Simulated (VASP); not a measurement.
# C (Diamond): the relaxed cell at several levels of theory, part 2 of 3

Which functional gives which lattice for C (Diamond)? The starting structure is a measured crystal structure from the Crystallography Open Database. The first relaxation on each setting starts from this cell expanded by 3 % in volume.

VASP 6.6.1.

Results so far: PBEsol 5.62 Å³ an atom; LDA 5.53 Å³ an atom; PBE 5.70 Å³ an atom.

## 5. Relaxation with PBEsol + D3(BJ)

Level of this step: PBEsol with D3(BJ); plane waves and PAW (C) (VASP).

D3 with Becke-Johnson damping keeps a finite attraction at short range. This run starts from the cell of an earlier relaxation, which isn't shown; the restart sets up the plane waves anew.

Input file INCAR:

```
SYSTEM = C
PREC = Accurate
ENCUT = 520
EDIFF = 1E-06
NELM = 100
ISMEAR = 0
SIGMA = 0.03
LREAL = .FALSE.
ALGO = Normal
GGA = PS
IVDW = 12
NBANDS = 10
LORBIT = 11
LWAVE = .FALSE.
LCHARG = .FALSE.
KPAR = 4
IBRION = 2
NSW = 50
ISIF = 3
EDIFFG = -0.006
```

Input file POSCAR:

```
C
1.0
    0.0000000000      1.7730217111      1.7730217111
    1.7730217111      0.0000000000      1.7730217111
    1.7730217111      1.7730217111      0.0000000000
C
2
Direct
    0.7500000000      0.7500000000      0.7500000000
    0.5000000000      0.5000000000      0.5000000000
```

Input file KPOINTS:

```
Automatic mesh
0
Gamma
10 10 10
0 0 0
```

The projector-augmented-wave data sets are C (PBE family, release 64).

Command:

```
mpirun -np 4 vasp_std
```

The program printed:

```text
[banner, memory and clock lines left out]
running    4 mpi-ranks, on    1 nodes
[...]
[... a notice as in an earlier step ...]

 LDA part: xc-table for (Slater+PW92), standard interpolation
 POSCAR, INCAR and KPOINTS ok, starting setup
[...]
entering main loop
       N       E                     dE             d eps       ncg     rms          rms(c)
DAV:   1     0.480905463121E+00    0.48091E+00   -0.48759E+03   980   0.771E+02
DAV:   2    -0.196172978379E+02   -0.20098E+02   -0.19567E+02  1298   0.125E+02
DAV:   3    -0.199456416864E+02   -0.32834E+00   -0.32772E+00  1118   0.137E+01
DAV:   4    -0.199462077819E+02   -0.56610E-03   -0.56607E-03  1012   0.665E-01
[...]
DAV:   9    -0.192483567328E+02   -0.15305E-04   -0.15386E-05  1156   0.375E-02    0.208E-02
DAV:  10    -0.192483643916E+02   -0.76588E-05   -0.32961E-06  1006   0.175E-02    0.423E-03
DAV:  11    -0.192483642528E+02    0.13880E-06   -0.64378E-08   536   0.246E-03
   1 F= -.19512203E+02 E0= -.19512203E+02  d E =-.195122E+02
[...]
N       E                     dE             d eps       ncg     rms          rms(c)
DAV:   1    -0.192487330044E+02   -0.36861E-03   -0.50884E-04  1014   0.199E-01    0.208E-02
DAV:   2    -0.192487267262E+02    0.62782E-05   -0.63867E-06  1034   0.213E-02    0.114E-02
DAV:   3    -0.192487240342E+02    0.26920E-05   -0.42407E-06   980   0.150E-02    0.168E-03
DAV:   4    -0.192487240034E+02    0.30755E-07   -0.50209E-08   476   0.217E-03
   2 F= -.19512199E+02 E0= -.19512199E+02  d E =0.385946E-05
 trial-energy change:    0.000004  1 .order    0.000004   -0.000026    0.000033
 step:   0.4361(harm=  0.4361)  dis= 0.00000  next Energy=   -19.512208 (dE=-0.556E-05)
[...]
N       E                     dE             d eps       ncg     rms          rms(c)
DAV:   1    -0.192485308647E+02    0.19317E-03   -0.16051E-04  1014   0.112E-01    0.117E-02
DAV:   2    -0.192485289822E+02    0.18825E-05   -0.20048E-06   966   0.120E-02    0.642E-03
DAV:   3    -0.192485283235E+02    0.65875E-06   -0.13198E-06   772   0.843E-03
   3 F= -.19512208E+02 E0= -.19512208E+02  d E =-.540967E-05
[...]
reached required accuracy - stopping structural energy minimisation
```

Elapsed: 3.2 s, on 4 MPI ranks of Intel Xeon Platinum 8259CL at 2.50GHz (Skylake/Cascade Lake), shared host; peak memory 0.51 GiB; 11 s of CPU time.

OUTCAR, selected parts (step 5):

```text
 Edisp (eV)   -0.26347

 Edisp (eV)   -0.26368

  Total       0.00009     0.00009     0.00009    -0.00000    -0.00000     0.00000
  in kB       0.01227     0.01227     0.01227    -0.00000    -0.00000     0.00000
  external pressure =        0.01 kB  Pullay stress =        0.00 kB

 POSITION                                       TOTAL-FORCE (eV/Angst)
 -----------------------------------------------------------------------------------
      2.66006      2.66006      2.66006         0.000000      0.000000      0.000000
      1.77337      1.77337      1.77337        -0.000000     -0.000000     -0.000000
 -----------------------------------------------------------------------------------
    total drift:                                0.000000     -0.000000      0.000000

  FREE ENERGIE OF THE ION-ELECTRON SYSTEM (eV)
  ---------------------------------------------------
  free  energy   TOTEN  =       -19.5122079793 eV

  energy  without entropy=      -19.5122079793  energy(sigma->0) =      -19.51220798

[... 2 parts as in an earlier step ...]

[... 2 further parts left out ...]
[key lines of the parts left out:]
E-fermi :  10.1056
```

With PBEsol + D3(BJ) the relaxed cell holds 5.577 Å³ an atom, -1.67 % against the measured cell, with a = 3.547 Å. That is -0.84 % from PBEsol. Pressures at 0.985 and 1.015 times this volume, from two more relaxations that aren't shown, give a bulk modulus of 457.4 GPa.

## 6. Relaxation with r2SCAN

r2SCAN adds the kinetic-energy density, costs more than a GGA and is run with LASPH. This run starts from the cell of an earlier relaxation, which isn't shown; the restart sets up the plane waves anew.

Edit INCAR of step 5 so:

```diff
@@ -9,4 +9,4 @@
 ALGO = Normal
-GGA = PS
-IVDW = 12
+METAGGA = R2SCAN
+LASPH = .TRUE.
 NBANDS = 10
```

Input file POSCAR:

```
C
1.0
    0.0000000000      1.7815914797      1.7815914797
    1.7815914797      0.0000000000      1.7815914797
    1.7815914797      1.7815914797      0.0000000000
C
2
Direct
    0.7500000000      0.7500000000      0.7500000000
    0.5000000000      0.5000000000      0.5000000000
```

KPOINTS is that of step 5.

Command:

```
mpirun -np 4 vasp_std
```

The program printed:

```text
[banner, memory and clock lines left out]
running    4 mpi-ranks, on    1 nodes
[...]
[... a notice as in an earlier step ...]

 LDA part: xc-table for (None), standard interpolation
 POSCAR, INCAR and KPOINTS ok, starting setup
[...]
entering main loop
       N       E                     dE             d eps       ncg     rms          rms(c)
DAV:   1    -0.208925259268E+01   -0.20893E+01   -0.50707E+03   996   0.798E+02
DAV:   2    -0.216110051485E+02   -0.19522E+02   -0.18977E+02  1300   0.132E+02
DAV:   3    -0.219483265331E+02   -0.33732E+00   -0.33696E+00  1096   0.139E+01
DAV:   4    -0.219490074255E+02   -0.68089E-03   -0.68086E-03  1024   0.719E-01
[...]
DAV:   8    -0.196568975716E+02   -0.90265E-03   -0.36434E-03  1038   0.570E-01    0.400E-01
DAV:   9    -0.196572550221E+02   -0.35745E-03   -0.15407E-04  1008   0.155E-01    0.127E-02
DAV:  10    -0.196572553169E+02   -0.29474E-06   -0.29114E-06  1118   0.149E-02
   1 F= -.19657255E+02 E0= -.19657255E+02  d E =-.196573E+02
[...]
reached required accuracy - stopping structural energy minimisation
```

Run time: 6.6 s. Hardware: 4 MPI ranks; peak memory 0.46 GiB.

From OUTCAR (step 6):

```text
  Total        0.0044018      0.0044018      0.0044018     -0.0000000      0.0000000     -0.0000000
  in kB        0.6235672      0.6235672      0.6235672     -0.0000000      0.0000000     -0.0000000
  external PRESSURE =       0.6235672 kB  Pullay stress =       0.0000000 kB

 POSITION                                       TOTAL-FORCE (eV/Angst)
 -----------------------------------------------------------------------------------
      2.67239      2.67239      2.67239        -0.000000     -0.000000     -0.000000
      1.78159      1.78159      1.78159         0.000000      0.000000      0.000000
 -----------------------------------------------------------------------------------
    total drift:                                0.000000     -0.000000      0.000000

  FREE ENERGIE OF THE ION-ELECTRON SYSTEM (eV)
  ---------------------------------------------------
  free  energy   TOTEN  =       -19.6572553169 eV

  energy  without entropy=      -19.6572553169  energy(sigma->0) =      -19.65725532

[... 2 parts as in an earlier step ...]

[... 2 further parts left out ...]
[key lines of the parts left out:]
E-fermi :   9.8972
```

With r2SCAN the relaxed cell holds 5.655 Å³ an atom, -0.30 % against the measured cell, with a = 3.563 Å. That is +0.55 % from PBEsol. Pressures at 0.985 and 1.015 times this volume, from two more relaxations that aren't shown, give a bulk modulus of 451.2 GPa.

## 7. Relaxation with r2SCAN + rVV10

rVV10 adds a nonlocal correlation energy for dispersion. This run starts from the cell of an earlier relaxation, which isn't shown; the restart sets up the plane waves anew.

Edit INCAR of step 6 so:

```diff
@@ -10,2 +10,6 @@
 METAGGA = R2SCAN
+LUSE_VDW = .TRUE.
+IVDW_NL = 2
+BPARAM = 11.95
+CPARAM = 0.0093
 LASPH = .TRUE.
```

Input file POSCAR:

```
C
1.0
    0.0000000000      1.7804329922      1.7804329922
    1.7804329922      0.0000000000      1.7804329922
    1.7804329922      1.7804329922      0.0000000000
C
2
Direct
    0.7500000000      0.7500000000      0.7500000000
    0.5000000000      0.5000000000      0.5000000000
```

KPOINTS is that of step 6.

Command:

```
mpirun -np 4 vasp_std
```

The program printed:

```text
[banner, memory and clock lines left out]
running    4 mpi-ranks, on    1 nodes
[...]
|                                                                             |
|               ----> ADVICE to this user running VASP <----                  |
|                                                                             |
|     You have switched on vdW-DFT.                                           |
|     This routine was written and supplied by Jiri Klimes. We recommend      |
|     that you carefully read and cite the following publications:            |
|       J. Klimes, D.R. Bowler, A. Michelides                                 |
|          J. Phys.: Cond Matt. 22 022201 (2010)                              |
|       J. Klimes, D.R. Bowler, A. Michelides                                 |
|          Phys. Rev. B. 83, 195131 (2011)                                    |
|     and references therein.                                                 |
|                                                                             |

[...]
DAV:   8    -0.195806627560E+02   -0.75473E-03   -0.37123E-03  1038   0.582E-01    0.404E-01
Total rVV10 correction in eV:      0.0760012     8.0925839
Total rVV10 correction in eV:      0.0760012     8.0925839
Total rVV10 correction in eV:      0.0760012     8.0925839
Total rVV10 correction in eV:      0.0760012     8.0925839
DAV:   9    -0.195809613599E+02   -0.29860E-03   -0.13933E-04   996   0.153E-01    0.121E-02
Total rVV10 correction in eV:      0.0759211     8.0925839
Total rVV10 correction in eV:      0.0759211     8.0925839
Total rVV10 correction in eV:      0.0759211     8.0925839
Total rVV10 correction in eV:      0.0759211     8.0925839
DAV:  10    -0.195809614017E+02   -0.41834E-07   -0.24621E-06  1106   0.134E-02
Total rVV10 correction in eV:      0.0759705     8.0925839
Total rVV10 correction in eV:      0.0759705     8.0925839
Total rVV10 correction in eV:      0.0759705     8.0925839
Total rVV10 correction in eV:      0.0759705     8.0925839
Total rVV10 correction in eV:      0.0759685     8.0925839
Total rVV10 correction in eV:      0.0759685     8.0925839
Total rVV10 correction in eV:      0.0759685     8.0925839
Total rVV10 correction in eV:      0.0759685     8.0925839
   1 F= -.19580961E+02 E0= -.19580961E+02  d E =-.195810E+02
[...]
reached required accuracy - stopping structural energy minimisation
```

The job ended after 16 s (4 MPI ranks; peak memory 0.64 GiB; 62 s of CPU time).

From OUTCAR (step 7):

```text
  Total        0.0031040      0.0031040      0.0031040      0.0000000      0.0000000      0.0000000
  in kB        0.4405814      0.4405814      0.4405814      0.0000000      0.0000000      0.0000000
  external PRESSURE =       0.4405814 kB  Pullay stress =       0.0000000 kB

 POSITION                                       TOTAL-FORCE (eV/Angst)
 -----------------------------------------------------------------------------------
      2.67065      2.67065      2.67065        -0.000000     -0.000000      0.000000
      1.78043      1.78043      1.78043         0.000000      0.000000     -0.000000
 -----------------------------------------------------------------------------------
    total drift:                                0.000000     -0.000000      0.000000

  FREE ENERGIE OF THE ION-ELECTRON SYSTEM (eV)
  ---------------------------------------------------
  free  energy   TOTEN  =       -19.5809614017 eV

  energy  without entropy=      -19.5809614017  energy(sigma->0) =      -19.58096140

[... 2 parts as in an earlier step ...]

[... 2 further parts left out ...]
[key lines of the parts left out:]
E-fermi :   9.9122
```

With r2SCAN + rVV10 the relaxed cell holds 5.644 Å³ an atom, -0.49 % against the measured cell, with a = 3.561 Å. That is +0.35 % from PBEsol. Pressures at 0.985 and 1.015 times this volume, from two more relaxations that aren't shown, give a bulk modulus of 454.3 GPa.

## 8. Relaxation with rev-vdW-DF2

rev-vdW-DF2 revises the exchange of vdW-DF2 for solids. This run starts from the cell of an earlier relaxation, which isn't shown; the restart sets up the plane waves anew.

Edit INCAR of step 7 so:

```diff
@@ -9,7 +9,8 @@
 ALGO = Normal
-METAGGA = R2SCAN
+GGA = MK
+AGGAC = 0
 LUSE_VDW = .TRUE.
-IVDW_NL = 2
-BPARAM = 11.95
-CPARAM = 0.0093
+PARAM1 = 0.1234
+PARAM2 = 0.711357
+ZAB_VDW = -1.8867
 LASPH = .TRUE.
```

Input file POSCAR:

```
C
1.0
    0.0000000000      1.7842483360      1.7842483360
    1.7842483360      0.0000000000      1.7842483360
    1.7842483360      1.7842483360      0.0000000000
C
2
Direct
    0.7500000000      0.7500000000      0.7500000000
    0.5000000000      0.5000000000      0.5000000000
```

KPOINTS is that of step 7.

Command:

```
mpirun -np 4 vasp_std
```

The program printed:

```text
[banner, memory and clock lines left out]
running    4 mpi-ranks, on    1 nodes
[...]
[... a notice as in an earlier step ...]

 [... a notice as in an earlier step ...]

 LDA part: xc-table for (Slater+PW92), standard interpolation
 POSCAR, INCAR and KPOINTS ok, starting setup
[...]
entering main loop
       N       E                     dE             d eps       ncg     rms          rms(c)
DAV:   1     0.436701580108E+01    0.43670E+01   -0.48074E+03   964   0.755E+02
DAV:   2    -0.167532565522E+02   -0.21120E+02   -0.20139E+02  1302   0.133E+02
DAV:   3    -0.171637690044E+02   -0.41051E+00   -0.40951E+00  1128   0.151E+01
DAV:   4    -0.171645863867E+02   -0.81738E-03   -0.81734E-03   998   0.771E-01
[...]
DAV:   9    -0.164973585262E+02   -0.24992E-04   -0.22730E-05  1094   0.482E-02    0.255E-02
DAV:  10    -0.164973678314E+02   -0.93052E-05   -0.58733E-06   984   0.231E-02    0.620E-03
DAV:  11    -0.164973676968E+02    0.13459E-06   -0.12534E-07   666   0.339E-03
   1 F= -.16497368E+02 E0= -.16497368E+02  d E =-.164974E+02
[...]
reached required accuracy - stopping structural energy minimisation
```

It took 12 s on 4 MPI ranks; peak memory 0.85 GiB.

Parts of OUTCAR (step 8):

```text
  Total       -0.0009910     -0.0009910     -0.0009910     -0.0000000     -0.0000000     -0.0000000
  in kB       -0.1397624     -0.1397624     -0.1397624     -0.0000000     -0.0000000     -0.0000000
  external PRESSURE =      -0.1397624 kB  Pullay stress =       0.0000000 kB

 POSITION                                       TOTAL-FORCE (eV/Angst)
 -----------------------------------------------------------------------------------
      2.67637      2.67637      2.67637        -0.000000     -0.000000     -0.000000
      1.78425      1.78425      1.78425         0.000000      0.000000      0.000000
 -----------------------------------------------------------------------------------
    total drift:                                0.000000     -0.000000      0.000000

  FREE ENERGIE OF THE ION-ELECTRON SYSTEM (eV)
  ---------------------------------------------------
  free  energy   TOTEN  =       -16.4973676968 eV

  energy  without entropy=      -16.4973676968  energy(sigma->0) =      -16.49736770

[... 2 parts as in an earlier step ...]

[... 2 further parts left out ...]
[key lines of the parts left out:]
E-fermi :   9.7942
```

With rev-vdW-DF2 the relaxed cell holds 5.680 Å³ an atom, +0.15 % against the measured cell, with a = 3.568 Å. That is +1.00 % from PBEsol. Pressures at 0.985 and 1.015 times this volume, from two more relaxations that aren't shown, give a bulk modulus of 438.1 GPa.

(Continued in part 3 of 3.)

[Lines on the potential files, build, host, timing and source positions are cut from VASP's logs without a mark.]

[Logs are printed without paths, hosts, clocks, repeated set-up lines and the standing remarks that a program may print on its own settings, such as how far it seeks lower states.]

[Hosts, paths, dates, database ids (printed as entryN), source tags and the programs' standing remarks are cut or masked in the printed files.]
